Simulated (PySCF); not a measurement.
`CC(=O)O`. Method used: PBE0-D3(BJ)/def2-SVP geometry optimisation, gas phase (PySCF 2.14.0).

```
atom  x, y, z in Å
C1    -0.8879   -0.0652   -0.3539
C2     0.5016    0.2966    0.0774
O3     1.0702    1.3258   -0.1713
O4     1.0766   -0.6897    0.7838
H5    -1.4676   -0.4445    0.4992
H6    -1.3766    0.8100   -0.7951
H7    -0.8377   -0.8741   -1.0986
H8     1.9675   -0.3782    1.0066
```

Task: What is the longest distance between nuclei?

Result: H6···H8, 3.98 Å; the next longest distance is 3.54 Å.

Task: Work out the bond lengths C1–C2, C1–H5, C2=O3, O4–H8 in bohr.

Result: For C1–C2 the difference vector is (1.3895, 0.3618, 0.4313) Å, of length 1.4992 Å. 1 bohr = 0.529177 Å. C1–C2 2.833; C1–H5 2.077; C2=O3 2.271; O4–H8 1.833 bohr.

Task: How far apart are these pairs, which share no bond: C1···H8, C2···H5, O3···O4, H5···H6, H5···H7, H5···H8?

Result: C1···H8 3.178 Å (3 bonds apart); C2···H5 2.146 Å (2 bonds apart); O3···O4 2.230 Å (2 bonds apart); H5···H6 1.805 Å (2 bonds apart); H5···H7 1.770 Å (2 bonds apart); H5···H8 3.473 Å (4 bonds apart).

Task: What are the angles H6–C1–H7, C2–C1–H7, C2–C1–H6, C2–C1–H5, H5–C1–H6, C1–C2–O4, C1–C2–O3, C2–O4–H8?

Result: From the scalar product of the two bond vectors; for H6–C1–H7 it is -0.4039 Å² over 1.0952 × 1.1006 Å², cos θ = -0.3351. H6–C1–H7 109.6°; C2–C1–H7 109.3°; C2–C1–H6 109.7°; C2–C1–H5 110.4°; H5–C1–H6 110.7°; C1–C2–O4 111.8°; C1–C2–O3 125.8°; C2–O4–H8 106.2°.

Task: Give the dihedral angles O3–C2–O4–H8, H6–C1–C2–O4, H5–C1–C2–O4, H6–C1–C2–O3.

Result: O3–C2–O4–H8 0° (synperiplanar); H6–C1–C2–O4 172° (antiperiplanar); H5–C1–C2–O4 49° (synclinal); H6–C1–C2–O3 -9° (synperiplanar). Dihedral signs follow IUPAC: positive where, seen along the central bond, the front bond turns clockwise onto the rear one.

Task: Where is the centre of mass (commonest isotopes), and what is the radius of gyration?

Result: Mass 60.021 u; centre at (0.466, 0.201, 0.101) Å; Rg = √(Σ m r²/M) = 1.262 Å. As Ia + Ib + Ic = 2 Σ m r², the three principal moments sum to 191.1 u·Å².

Task: Write the matrix of distances between heavy atoms (Å, lower triangle).

Result: 
```
C1    0.000
C2    1.499  0.000
O3    2.409  1.202  0.000
O4    2.354  1.343  2.230  0.000
```

Whether it is a minimum is left open (no frequencies). One conformer, not necessarily the lowest.
